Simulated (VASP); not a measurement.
Wanted: the native input for a VASP 6.6.1 run.

```
Task                   : band structure
Functional             : r2SCAN
Potentials or basis    : VASP PAW PBE potentials, release 64 (S, Mo_sv)
Cutoff                 : 520 eV
k mesh                 : 12 × 12 × 1
Occupations            : gaussian, width 0.03 eV
Spin                   : no spin polarisation
Dipole correction      : yes
Further INCAR settings : ALGO = All; EDIFF = 1e-06; NBANDS = 64
```

The structure of MoS2 lies in POSCAR:

```
MoS2                                    
1.0
    3.1494965976     -0.0000000000      0.0000000000
   -1.5747482988      2.7275440582      0.0000000000
    0.0000000000      0.0000000000     39.6162960000
  S               Mo            
     8     4
Direct
     0.3333333300000021    0.6666666699999979    0.2307816867344514
     0.3333333300000021    0.6666666699999979    0.3098900817239717
     0.6666666699999979    0.3333333300000021    0.3839450672243122
     0.6666666699999979    0.3333333300000021    0.4629823295224181
     0.3333333300000021    0.6666666699999979    0.5370176704775821
     0.3333333300000021    0.6666666699999979    0.6160549327756878
     0.6666666699999979    0.3333333300000021    0.6901099182760282
     0.6666666699999979    0.3333333300000021    0.7692183132655486
     0.6666666699999979    0.3333333300000021    0.2703544270686846
     0.3333333300000021    0.6666666699999979    0.4234636292225346
     0.6666666699999979    0.3333333300000021    0.5765363707774654
     0.3333333300000021    0.6666666699999979    0.7296455729313154
```

One way to write it, as run:

INCAR

```
SYSTEM = MoS2
PREC     = Accurate       ! precision mode
ENCUT    = 520            ! plane-wave cutoff, eV
EDIFF    = 1E-6           ! SCF threshold, eV
ISMEAR   = 0              ! smearing method
SIGMA    = 0.03           ! smearing width, eV
LREAL    = .False.        ! projectors in reciprocal space
LASPH    = .True.         ! aspherical terms in the spheres
NELM     = 120            ! most SCF steps
ALGO     = All            ! electronic algorithm
ISIF     = 2              ! what is computed and relaxed
LWAVE    = .False.        ! write WAVECAR
LCHARG   = .False.        ! write CHGCAR
LMAXMIX  = 4              ! l up to which the mixer works
LDIPOL   = .True.       
IDIPOL   = 3            
DIPOL    = 0.5 0.5 0.500
METAGGA  = R2SCAN         ! meta-GGA
LMIXTAU  = .True.       
NBANDS   = 64             ! bands
LVHAR    = .True.       
LVACPOTAV= .True.       
AMIN     = 0.01         
KPAR     = 4
```

KPOINTS

```
Automatic mesh
0
Gamma
  12 12 1
  0 0 0
```

KPOINTS_OPT

```
explicit points
67
Reciprocal
 0.0000000000  0.0000000000  0.0000000000 1
 0.0357142900  0.0000000000  0.0000000000 1
 0.0714285700  0.0000000000  0.0000000000 1
 0.1071428600  0.0000000000  0.0000000000 1
 0.1428571400  0.0000000000  0.0000000000 1
 0.1785714300  0.0000000000  0.0000000000 1
 0.2142857100  0.0000000000  0.0000000000 1
 0.2500000000  0.0000000000  0.0000000000 1
 0.2857142900  0.0000000000  0.0000000000 1
 0.3214285700  0.0000000000  0.0000000000 1
 0.3571428600  0.0000000000  0.0000000000 1
 0.3928571400  0.0000000000  0.0000000000 1
 0.4285714300  0.0000000000  0.0000000000 1
 0.4642857100  0.0000000000  0.0000000000 1
 0.5000000000  0.0000000000  0.0000000000 1
 0.4791666700  0.0416666700  0.0000000000 1
 0.4583333300  0.0833333300  0.0000000000 1
 0.4375000000  0.1250000000  0.0000000000 1
 0.4166666700  0.1666666700  0.0000000000 1
 0.3958333300  0.2083333300  0.0000000000 1
 0.3750000000  0.2500000000  0.0000000000 1
 0.3541666700  0.2916666700  0.0000000000 1
 0.3333333300  0.3333333300  0.0000000000 1
 0.3137254900  0.3137254900  0.0000000000 1
 0.2941176500  0.2941176500  0.0000000000 1
 0.2745098000  0.2745098000  0.0000000000 1
 0.2549019600  0.2549019600  0.0000000000 1
 0.2352941200  0.2352941200  0.0000000000 1
 0.2156862700  0.2156862700  0.0000000000 1
 0.1960784300  0.1960784300  0.0000000000 1
 0.1764705900  0.1764705900  0.0000000000 1
 0.1568627500  0.1568627500  0.0000000000 1
 0.1372549000  0.1372549000  0.0000000000 1
 0.1176470600  0.1176470600  0.0000000000 1
 0.0980392200  0.0980392200  0.0000000000 1
 0.0784313700  0.0784313700  0.0000000000 1
 0.0588235300  0.0588235300  0.0000000000 1
 0.0392156900  0.0392156900  0.0000000000 1
 0.0196078400  0.0196078400  0.0000000000 1
 0.0000000000  0.0000000000  0.0000000000 1
 0.0000000000  0.0000000000  0.0000000000 1
 0.0060523400 -0.0030261700  0.0000000000 1
-0.0060523400  0.0030261700  0.0000000000 1
 0.0176526700 -0.0088263400  0.0000000000 1
-0.0176526700  0.0088263400  0.0000000000 1
 0.0000000000  0.0052414800  0.0000000000 1
-0.0000000000 -0.0052414800  0.0000000000 1
 0.0000000000  0.0152876600  0.0000000000 1
-0.0000000000 -0.0152876600  0.0000000000 1
 0.5000000000  0.0000000000  0.0000000000 1
 0.5060523400 -0.0030261700  0.0000000000 1
 0.4939476600  0.0030261700  0.0000000000 1
 0.5176526700 -0.0088263400  0.0000000000 1
 0.4823473300  0.0088263400  0.0000000000 1
 0.5000000000  0.0052414800  0.0000000000 1
 0.5000000000 -0.0052414800  0.0000000000 1
 0.5000000000  0.0152876600  0.0000000000 1
 0.5000000000 -0.0152876600  0.0000000000 1
 0.3333333300  0.3333333300  0.0000000000 1
 0.3393856700  0.3303071600  0.0000000000 1
 0.3272809900  0.3363595000  0.0000000000 1
 0.3509860000  0.3245069900  0.0000000000 1
 0.3156806600  0.3421596700  0.0000000000 1
 0.3333333300  0.3385748100  0.0000000000 1
 0.3333333300  0.3280918500  0.0000000000 1
 0.3333333300  0.3486209900  0.0000000000 1
 0.3333333300  0.3180456700  0.0000000000 1
```

Potentials or basis: VASP PAW PBE potentials, release 64 (S, Mo_sv).

Launch:

```sh
$ cat potpaw_PBE.64/S/POTCAR potpaw_PBE.64/Mo_sv/POTCAR > POTCAR
$ mpirun -np 4 vasp_std > vasp.out
```

It gave:

```yaml
Largest_force: 0.192 eV/Å
Band_gap_on_the_k_mesh: 1.06 eV, indirect (least direct gap 1.84 eV)
Band_gap_along_the_path: 1.05 eV, indirect (least direct gap 1.84 eV)
Ionisation_potential_of_the_upper_face: 5.43 eV
```

Caveat: the PAW data sets were made with another functional, which shifts forces and pressure a little.

It took 20 min on 4 MPI ranks on Intel(R) Xeon(R) Platinum 8375C CPU @ 2.90GHz (Ice Lake), with other jobs on the host, peak memory 1.2 GiB a rank.
